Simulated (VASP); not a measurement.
# KCl (Sylvite) (Fm-3m) in VASP: a series of runs, part 2 of 2

VASP 6.6.1.

**4. Relaxation of cell and atoms, PBE**

INCAR reads:

```
ALGO     = Normal         # electronic algorithm
EDIFF    = 1E-7           # SCF threshold, eV
EDIFFG   = -0.005         # ionic threshold
ENCUT    = 600            # plane-wave cutoff, eV
GGA      = PE             # functional
IBRION   = 2              # ionic algorithm
ISIF     = 3              # what is computed and relaxed
ISMEAR   = -1             # smearing method
LASPH    = T              # aspherical terms in the spheres
LCHARG   = F              # write CHGCAR
LREAL    = F              # projectors in reciprocal space
LWAVE    = F              # write WAVECAR
NELM     = 60             # most SCF steps
NSW      = 80             # ionic steps
PREC     = Accurate       # precision mode
SIGMA    = 0.02           # smearing width, eV
```

KPOINTS reads:

```
k-points
0
Gamma
  6 6 6
```

POSCAR reads:

```
KCl
1.0
    0.0000000000      3.1464700000      3.1464700000
    3.1464700000      0.0000000000      3.1464700000
    3.1464700000      3.1464700000      0.0000000000
K Cl
1 1
Direct
    0.0000000000      0.0000000000      0.0000000000
    0.5000000000      0.5000000000      0.5000000000
```

Run with:

```sh
> cat potpaw_PBE.64/K_sv/POTCAR potpaw_PBE.64/Cl/POTCAR > POTCAR
> mpirun -np 1 vasp_std > vasp.out
```

Wall time 47 s (1 thread of Intel Xeon Platinum 8259CL at 2.50GHz (Skylake/Cascade Lake), shared host); peak memory 0.22 GiB.

It converged, with:

```
Free energy                            : -6.8111 eV
Relaxed volume                         : 32.58 Å³/atom
Relaxed cell                           : a = 4.517 Å, b = 4.517 Å, c = 4.517 Å, α = 60.00°, β = 60.00°, γ = 60.00°
Space group after relaxing (to 0.05 Å) : Fm-3m (No. 225)
Energy gained by relaxing              : 3.5 meV/atom
Ionic steps                            : 4
Pressure after relaxing                : 0.0 GPa
Band gap on the k mesh                 : 5.04 eV, direct
```

Step by step:
```csv
step,energy change (eV),largest force (eV/Å),pressure (GPa),volume (Å³)
1,0.0000,0.0000,0.82,62.30
2,-0.0053,0.0000,0.38,63.75
3,-0.0069,0.0000,-0.03,65.28
4,-0.0070,0.0000,0.00,65.16
```

Final structure:
```
K Cl
1.0
     0.00000    3.19381    3.19381
     3.19381    0.00000    3.19381
     3.19381    3.19381    0.00000
K Cl
1 1
Cartesian
  0.0000 0.0000 0.0000
  3.1938 3.1938 3.1938
```

Levels at points of the mesh, in eV from the valence-band top:
```
           k point  band 6  band 7  band 8  band 9  band 10  band 11
(0.00, 0.00, 0.00)    0.00    0.00    0.00    5.04     8.35     8.35
(0.50, 0.00, 0.00)   -0.98   -0.29   -0.29    7.46     8.42    10.38
(0.50, 0.50, 0.00)   -0.63   -0.21   -0.21    6.56     8.15     9.81
```

**5. Relaxation of cell and atoms, PBEsol**

This run uses another cell than the first one, of 32.44 Å³/atom, 1.043 times its volume.

INCAR reads:

```
PREC = Accurate
ENCUT = 600
EDIFF = 1E-6
ISMEAR = -1
SIGMA = 0.02
LREAL = F
LASPH = T
NELM = 100
ALGO = Normal
ISIF = 3
LWAVE = F
LCHARG = F
GGA = PS
IBRION = 2
NSW = 80
EDIFFG = -0.005
```

KPOINTS reads:

```
Automatic mesh
0
Gamma
  6 6 6
```

POSCAR reads:

```
KCl
1.0
    0.0000000000      3.1891817223      3.1891817223
    3.1891817223      0.0000000000      3.1891817223
    3.1891817223      3.1891817223      0.0000000000
K Cl
1 1
Direct
    0.0000000000      0.0000000000      0.0000000000
    0.5000000000      0.5000000000      0.5000000000
```

Potentials or basis: VASP PAW PBE potentials, release 64 (K_sv, Cl).

Run with:

```sh
> cat potpaw_PBE.64/K_sv/POTCAR potpaw_PBE.64/Cl/POTCAR > POTCAR
> mpirun -np 1 vasp_std > vasp.out
```

OUTCAR:

```text
PREC = Accurate
   ENCUT = 600
   EDIFF = 1E-6
   ISMEAR = -1
   LREAL = F
   LASPH = T
   NELM = 100
   ISIF = 3
   GGA = PS
   IBRION = 2
   NSW = 80
   EDIFFG = -0.005

 ion  position               nearest neighbor table
   1  0.000  0.000  0.000-   2 3.19   2 3.19   2 3.19   2 3.19   2 3.19   2 3.19
   2  0.500  0.500  0.500-   1 3.19   1 3.19   1 3.19   1 3.19   1 3.19   1 3.19

  LATTYP: Found a face centered cubic cell.
 ALAT       =     6.3783634446

  Lattice vectors:

 A1 = (   0.0000000000,   3.1891817223,   3.1891817223)
 A2 = (   3.1891817223,   0.0000000000,   3.1891817223)
 A3 = (   3.1891817223,   3.1891817223,   0.0000000000)

Analysis of symmetry for initial positions (statically):
=====================================================================
 Subroutine PRICEL returns:
 Original cell was already a primitive cell.

 Routine SETGRP: Setting up the symmetry group for a
 face centered cubic supercell.

 Subroutine GETGRP returns: Found 48 space group operations
 (whereof 48 operations were pure point group operations)
 out of a pool of 48 trial point group operations.

The static configuration has the point symmetry O_h .

Analysis of symmetry for dynamics (positions and initial velocities):
=====================================================================
 Subroutine PRICEL returns:
 Original cell was already a primitive cell.

 Routine SETGRP: Setting up the symmetry group for a
 face centered cubic supercell.

 Subroutine GETGRP returns: Found 48 space group operations
 (whereof 48 operations were pure point group operations)
 out of a pool of 48 trial point group operations.

The dynamic configuration has the point symmetry O_h .

 Subroutine INISYM returns: Found 48 space group operations
 (whereof 48 operations are pure point group operations),
 and found     1 'primitive' translations

----------------------------------------------------------------------------------------

                                     Primitive cell

  volume of cell :      64.8736

  direct lattice vectors                    reciprocal lattice vectors
     0.000000000  3.189181722  3.189181722    -0.156780028  0.156780028  0.156780028
     3.189181722  0.000000000  3.189181722     0.156780028 -0.156780028  0.156780028
     3.189181722  3.189181722  0.000000000     0.156780028  0.156780028 -0.156780028

  length of vectors
     4.510184045  4.510184045  4.510184045     0.271550974  0.271550974  0.271550974

  position of ions in fractional coordinates (direct lattice)
     0.000000000  0.000000000  0.000000000
     0.500000000  0.500000000  0.500000000

  ion indices of the primitive-cell ions
   primitive index   ion index
                 1           1
                 2           2

----------------------------------------------------------------------------------------

 KPOINTS: Automatic mesh

Automatic generation of k-mesh.
 Grid dimensions read from file:
 generate k-points for:    6    6    6

 Generating k-lattice:

  Cartesian coordinates                     Fractional coordinates (reciprocal lattice)
    -0.026130005  0.026130005  0.026130005     0.166666667  0.000000000  0.000000000
     0.026130005 -0.026130005  0.026130005     0.000000000  0.166666667  0.000000000
     0.026130005  0.026130005 -0.026130005     0.000000000  0.000000000  0.166666667

  Length of vectors
     0.045258496  0.045258496  0.045258496

  Shift w.r.t. Gamma in fractional coordinates (k-lattice)
     0.000000000  0.000000000  0.000000000

 Subroutine IBZKPT returns following result:
 ===========================================

 Found     16 irreducible k-points:

 Following reciprocal coordinates:
            Coordinates               Weight
  0.000000  0.000000  0.000000      1.000000
  0.166667  0.000000  0.000000      8.000000
  0.333333  0.000000  0.000000      8.000000
  0.500000  0.000000  0.000000      4.000000
  0.166667  0.166667  0.000000      6.000000
  0.333333  0.166667  0.000000     24.000000
[... 8 lines left out ...]
 -0.333333  0.333333  0.166667     24.000000
 -0.333333  0.500000  0.166667     12.000000
   k-points           NKPTS =     16   k-points in BZ     NKDIM =     16   number of bands    NBANDS=     12
   number of dos      NEDOS =    301   number of ions     NIONS =      2
   total plane-waves  NPLWV =  46656
   dimension x,y,z NGX =    36 NGY =   36 NGZ =   36
   dimension x,y,z NGXF=    72 NGYF=   72 NGZF=   72
   ions per type =               1   1
   NGX,Y,Z   is equivalent  to a cutoff of  13.27, 13.27, 13.27 a.u.
   NGXF,Y,Z  is equivalent  to a cutoff of  26.54, 26.54, 26.54 a.u.
 SYSTEM =  unknown system
   PREC   = accura    normal or accurate (medium, high low for compatibility)
   ISTART =      0    job   : 0-new  1-cont  2-samecut
   ICHARG =      2    charge: 1-file 2-atom 10-const
   ISPIN  =      1    spin polarized calculation?
   LNONCOLLINEAR =      F non collinear calculations
   LSORBIT =      F    spin-orbit coupling
   LASPH  =      T    aspherical Exc in radial PAW
   ENCUT  =  600.0 eV  44.10 Ry    6.64 a.u.   9.01  9.01  9.01*2*pi/ulx,y,z
   NELM   =    100;   NELMIN=  2; NELMDL= -5     # of ELM steps
   EDIFF  = 0.1E-05   stopping-criterion for ELM
   LREAL  =      F    real-space projection
   EDIFFG = -.5E-02   stopping-criterion for IOM
   NSW    =     80    number of steps for IOM
   IBRION =      2    ionic relax: 0-MD 1-quasi-New 2-CG
   NFREE  =      1    steps in history (QN), initial steepest desc. (CG)
   ISIF   =      3    stress and relaxation
   ISYM   =      2    0-nonsym 1-usesym 2-fastsym
   POTIM  = 0.5000    time-step for ionic-motion
   TEBEG  =    0.0;   TEEND  =   0.0 temperature during run
   PSTRESS=    0.0 pullay stress
   NELECT =      16.0000    total number of electrons
   NUPDOWN=      -1.0000    fix difference up-down
   EMIN   =  10.00;   EMAX   =-10.00  energy-range for DOS
   EFERMI =   0.00;   METHOD = LEGACY
   ISMEAR =    -1;   SIGMA  =   0.02  broadening in eV -4-tet -1-fermi 0-gaus
   EFERMI_NEDOS =   21; number of points for ismear=-14 and -15
   IALGO  =     38    algorithm
   IMIX   =      4    mixing-type and parameters
     AMIX     =   0.40;   BMIX     =  1.00
     AMIX_MAG =   1.60;   BMIX_MAG =  1.00
  volume/ion in A,a.u.               =      32.44       218.89
  Fermi-wavevector in a.u.,A,eV,Ry     =   1.026657  1.940101 14.340888  1.054026
  Thomas-Fermi vector in A             =   2.160562
   LORBIT       =      0    0 simple, 1 ext, 2 COOP (PROOUT), +10 PAW based schemes
   GGA     = PS    functional components
   LHFCALC =     F    Hartree Fock is set to
   AEXX    =    0.0000 exact exchange contribution
   IVDW    =     0    specifies the selected vdW correction
   LEPSILON=     F    determine dielectric tensor
   LRPA    =     F    only Hartree local field effects (RPA)
 conjugate gradient relaxation of ions
 non-spin polarized calculation
  energy-cutoff  :      600.00
  volume of cell :       64.87
 maximum number of plane-waves:      2200
   NGX = 17   NGY = 17   NGZ = 17

--------------------------------------- Ionic step        1  -------------------------------------------

 number of electron      15.9999998 magnetization

 Free energy of the ion-electron system (eV)
  ---------------------------------------------------
  ext. energy  EPLUGINS =         0.00000000
  ---------------------------------------------------
  free energy    TOTEN  =        -7.01167333 eV

  energy without entropy =       -7.01167333  energy(sigma->0) =       -7.01167333

------------------------ aborting loop because EDIFF is reached ----------------------------------------

  FORCE on cell =-STRESS in cart. coord.  units (eV):
  Direction    XX          YY          ZZ          XY          YZ          ZX
  --------------------------------------------------------------------------------------
  -------------------------------------------------------------------------------------
  Total       -0.3821095     -0.3821095     -0.3821095     -0.0000000     -0.0000000     -0.0000000
  in kB       -9.4369275     -9.4369275     -9.4369275     -0.0000000     -0.0000000     -0.0000000
  external PRESSURE =      -9.4369275 kB  Pullay stress =       0.0000000 kB
[... 93 lines left out ...]
  energy  without entropy=       -7.0234017302  energy(sigma->0) =       -7.02340173

--------------------------------------- Ionic step        4  -------------------------------------------

 number of electron      16.0000002 magnetization

 Free energy of the ion-electron system (eV)
  ---------------------------------------------------
  ext. energy  EPLUGINS =         0.00000000
  ---------------------------------------------------
  free energy    TOTEN  =        -7.02346283 eV

  energy without entropy =       -7.02346283  energy(sigma->0) =       -7.02346283

 E-fermi :  -1.3283     XC(G=0):  -7.8030

 val. band max:       -1.8296143185   @ k =   0.0000   0.0000   0.0000
 cond. band min:       3.2545146913   @ k =   0.0000   0.0000   0.0000
 fundamental gap:      5.0841290097
 Fermi energy:        -1.3283187101

 k-point     1 :       0.0000    0.0000    0.0000
  band No.  band energies     occupation
      1     -28.8278      2.00000
      2     -13.9430      2.00000
      3     -12.3552      2.00000
      4     -12.3552      2.00000
      5     -12.3552      2.00000
      6      -1.8296      2.00000
      7      -1.8296      2.00000
      8      -1.8296      2.00000
      9       3.2545      0.00000
     10       6.4716      0.00000
     11       6.4716      0.00000
     12       6.4716      0.00000
[... 252 lines left out ...]
  FREE ENERGIE OF THE ION-ELECTRON SYSTEM (eV)
  ---------------------------------------------------
  free  energy   TOTEN  =        -7.0234628350 eV

  energy  without entropy=       -7.0234628350  energy(sigma->0) =       -7.02346283

 reached required accuracy - stopping structural energy minimisation
```

OSZICAR:

```text
N       E                     dE             d eps       ncg     rms          rms(c)
DAV:   1     0.114303687165E+03    0.11430E+03   -0.78325E+03   384   0.133E+03
DAV:   2     0.343230707148E+00   -0.11396E+03   -0.10514E+03   492   0.286E+02
DAV:   3    -0.704107693758E+01   -0.73843E+01   -0.73407E+01   484   0.671E+01
[... 35 lines left out ...]
DAV:   2    -0.702376713360E+01    0.15448E-02   -0.37416E-03   464   0.567E-01    0.103E-01
DAV:   3    -0.702344300867E+01    0.32412E-03   -0.99607E-04   648   0.273E-01    0.790E-02
DAV:   4    -0.702345293232E+01   -0.99237E-05   -0.45723E-05   720   0.411E-02    0.390E-02
DAV:   5    -0.702346325898E+01   -0.10327E-04   -0.30965E-05   668   0.296E-02    0.611E-03
DAV:   6    -0.702346283498E+01    0.42401E-06   -0.90591E-07   340   0.106E-02
   4 F= -.70234628E+01 E0= -.70234628E+01  d E =-.117895E-01
```

CONTCAR:

```text
KCl
   1.00000000000000
    -0.0000000000000000    3.1264746443478657    3.1264746443478657
     3.1264746443478657   -0.0000000000000000    3.1264746443478657
     3.1264746443478657    3.1264746443478657   -0.0000000000000000
  K               Cl
     1     1
Direct
     0.0000000000000000    1.0000000000000000    1.0000000000000000
     0.5000000000000000    0.5000000000000000    0.5000000000000000

  0.00000000E+00  0.00000000E+00  0.00000000E+00
  0.00000000E+00  0.00000000E+00  0.00000000E+00
```

It took 41 s on 1 thread of Intel Xeon Platinum 8259CL at 2.50GHz (Skylake/Cascade Lake), shared host; peak memory 0.22 GiB.

Results:

```yaml
Free_energy: -7.0235 eV
Relaxed_volume: 30.56 Å³/atom
Relaxed_cell: a = 4.422 Å, b = 4.422 Å, c = 4.422 Å, α = 60.00°, β = 60.00°, γ = 60.00°
Space_group_after_relaxing_to_0.05_Å: Fm-3m (No. 225)
Energy_gained_by_relaxing: 5.9 meV/atom
Ionic_steps: 4
Pressure_after_relaxing: 0.0 GPa
Band_gap_on_the_k_mesh: 5.08 eV, direct
```

Step by step:
| step | energy change (eV) | largest force (eV/Å) | pressure (GPa) | volume (Å³) |
| --- | --- | --- | --- | --- |
| 1 | 0.0000 | 0.0000 | -0.94 | 64.87 |
| 2 | -0.0083 | 0.0000 | -0.54 | 63.10 |
| 3 | -0.0117 | 0.0000 | -0.07 | 61.38 |
| 4 | -0.0118 | 0.0000 | 0.01 | 61.12 |

Final structure:
```yaml
crystal:
  lattice:
    - [0.00000, 3.12647, 3.12647]
    - [3.12647, 0.00000, 3.12647]
    - [3.12647, 3.12647, 0.00000]
  atoms:
    - { symbol: K, position: [0.00000, 0.00000, 0.00000] }
    - { symbol: Cl, position: [0.50000, 0.50000, 0.50000] }
```

Caveat: the PAW data sets were made with another functional, which shifts forces and pressure a little.

**6. Relaxation of cell and atoms, LDA**

This run uses another cell than the first one, of 32.44 Å³/atom, 1.043 times its volume.

INCAR reads:

```
  PREC = Accurate
  ENCUT = 600
  EDIFF = 1E-7
  ISMEAR = -1
  SIGMA = 0.02
  LREAL = False
  LASPH = True
  NELM = 60
  ALGO = Normal
  ISIF = 3
  LWAVE = False
  LCHARG = False
  IBRION = 2
  NSW = 80
  EDIFFG = -0.005
```

KPOINTS is that of step 5.

POSCAR is that of step 5.

Potentials or basis: VASP PAW LDA potentials, release 64 (K_sv, Cl).

Run with:

```sh
> cat potpaw_LDA.64/K_sv/POTCAR potpaw_LDA.64/Cl/POTCAR > POTCAR
> mpirun -np 1 vasp_std > vasp.out
```

It took 33 s on 1 thread of Intel Xeon Platinum 8259CL at 2.50GHz (Skylake/Cascade Lake), shared host; peak memory 0.19 GiB.

It converged, with:

```yaml
Free_energy: -7.4084 eV
Relaxed_volume: 28.17 Å³/atom
Relaxed_cell: a = 4.303 Å, b = 4.303 Å, c = 4.303 Å, α = 60.00°, β = 60.00°, γ = 60.00°
Space_group_after_relaxing_to_0.05_Å: Fm-3m (No. 225)
Energy_gained_by_relaxing: 36.3 meV/atom
Ionic_steps: 4
Pressure_after_relaxing: 0.0 GPa
Band_gap_on_the_k_mesh: 5.10 eV, direct
```

Step by step:
```csv
step,energy change (eV),largest force (eV/Å),pressure (GPa),volume (Å³)
1,0.0000,0.0000,-2.39,64.87
2,-0.0537,0.0000,-1.41,60.44
3,-0.0724,0.0000,-0.19,56.86
4,-0.0727,0.0000,0.02,56.35
```

Final structure:
```
CELL_PARAMETERS angstrom
0.00000 3.04284 3.04284
3.04284 0.00000 3.04284
3.04284 3.04284 0.00000
ATOMIC_POSITIONS crystal
K 0.00000 0.00000 0.00000
Cl 0.50000 0.50000 0.50000
```

Levels at points of the mesh, in eV from the valence-band top:
```tsv
k point	band 4	band 5	band 6	band 7	band 8	band 9	band 10	band 11	band 12
(0.00, 0.00, 0.00)	-10.31	-10.31	0.00	0.00	0.00	5.10	8.11	8.11	8.11
(0.50, 0.00, 0.00)	-10.33	-9.99	-1.33	-0.44	-0.44	7.47	8.64	10.59	10.59
(0.50, 0.50, 0.00)	-10.40	-10.40	-0.76	-0.25	-0.25	6.05	8.44	10.23	10.25
```

Caveat: the volume moved by -13 % from the deposited cell, more than functionals usually miss. LDA usually gives volumes a few per cent too small.

**7. The runs side by side**

```csv
task,level,potentials or basis,cell,k mesh,cutoff (eV),smearing,gap on the mesh (eV),pressure (GPa),relaxed volume (Å³/atom)
single point,LDA,"VASP PAW LDA potentials, release 64 (K_sv, Cl)","a = 4.447 Å, angles 60.0°, 2 atoms",8 × 8 × 8,520,gaussian 0.01 eV,4.75,-1.9,-
single point,r2SCAN,"VASP PAW PBE potentials, release 64 (K_sv, Cl)","a = 4.447 Å, angles 60.0°, 2 atoms",8 × 8 × 8,520,gaussian 0.01 eV,5.84,0.0,-
relaxation of cell and atoms,PBE,"VASP PAW PBE potentials, release 64 (K_sv, Cl)","relaxed from a = 4.450 Å, angles 60.0°, 2 atoms",6 × 6 × 6,600,fermi-dirac 0.02 eV,5.04,0.0,32.58
relaxation of cell and atoms,PBEsol,"VASP PAW PBE potentials, release 64 (K_sv, Cl)","relaxed from a = 4.510 Å, angles 60.0°, 2 atoms",6 × 6 × 6,600,fermi-dirac 0.02 eV,5.08,0.0,30.56
relaxation of cell and atoms,LDA,"VASP PAW LDA potentials, release 64 (K_sv, Cl)","relaxed from a = 4.510 Å, angles 60.0°, 2 atoms",6 × 6 × 6,600,fermi-dirac 0.02 eV,5.10,0.0,28.17
```

Alike in all rows: no spin polarisation.

Caveats: the PAW data sets were made with another functional, which shifts forces and pressure a little (some runs); the volume moved by -13 % from the deposited cell, more than functionals usually miss (some runs).

Total energies depend on the potentials used, so only differences within one code and one set of settings carry meaning.

**8. Against experiment**

Step 2. Measured gap of KCl: 8.68 eV (a printed reference work, monograph). This calculation gives 4.75 eV (-3.93 eV). The value is that of LDA on a finite k mesh, which can miss the band edges, without temperature or zero-point motion. Semilocal functionals fall short of measured gaps as a rule.

Step 3. Against the measured gap of KCl, 8.68 eV (a printed reference work, monograph), the calculated 5.84 eV is off by -2.84 eV. The value is that of r2SCAN on a finite k mesh, which can miss the band edges, without temperature or zero-point motion.
